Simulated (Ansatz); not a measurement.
# BN: random displacements

Level of theory: Ansatz 0.2.0, DFT r2SCAN, scalar-relativistic, plane waves, PAW. Cutoff 250 eV, Γ-centred 6×6×6 k-points, Gaussian smearing of 0.05 eV. The cutoff lies under the one recommended for these potentials. No spin polarisation. Energies are free energies at this smearing, counted from the undisturbed cell; pressure is positive in compression.

The undisturbed cell (as given, not relaxed at this level):

```
B N
1.0
     3.62600    0.00000    0.00000
     0.00000   -3.62600    0.00000
     0.00000    0.00000   -3.62600
B N
4 4
Cartesian
  0.0000 -1.8130 -1.8130
  1.8130 0.0000 -1.8130
  1.8130 -1.8130 0.0000
  0.0000 0.0000 0.0000
  2.7195 -2.7195 -2.7195
  0.9065 -0.9065 -2.7195
  0.9065 -2.7195 -0.9065
  2.7195 -0.9065 -0.9065
```

The atoms are displaced (Å, in the unstrained cell):

| atom | ux | uy | uz |
| --- | --- | --- | --- |
| B1 | -0.011 | -0.012 | -0.050 |
| B2 | 0.079 | -0.029 | -0.005 |
| B3 | 0.074 | -0.109 | 0.115 |
| B4 | 0.016 | -0.024 | 0.021 |
| N5 | -0.039 | 0.107 | 0.020 |
| N6 | -0.002 | -0.012 | -0.036 |
| N7 | -0.084 | -0.019 | -0.039 |
| N8 | -0.031 | 0.097 | -0.026 |

The cell is not strained.

What are the energy change, the stress and the forces?

ΔE = 254.8 meV/atom; stress (xx, yy, zz, yz, xz, xy; compression positive) (15.86, 13.14, 14.72, -7.58, 9.94, -5.04) GPa; gap on the mesh 3.25 eV.
```
atom Fx (eV/Å) Fy Fz
  B1       0.86   2.16   2.45
  B2      -4.51   1.86  -0.22
  B3      -6.19   5.85  -7.12
  B4      -0.40   1.04  -2.16
  N5       3.80  -6.42   1.91
  N6       1.00  -0.18   1.23
  N7       3.28   0.08   1.59
  N8       2.16  -4.39   2.32
```

Cost: 1 run of about 0.13 core-minutes, on Intel Xeon Platinum 8488C (Sapphire Rapids) (shared hosts).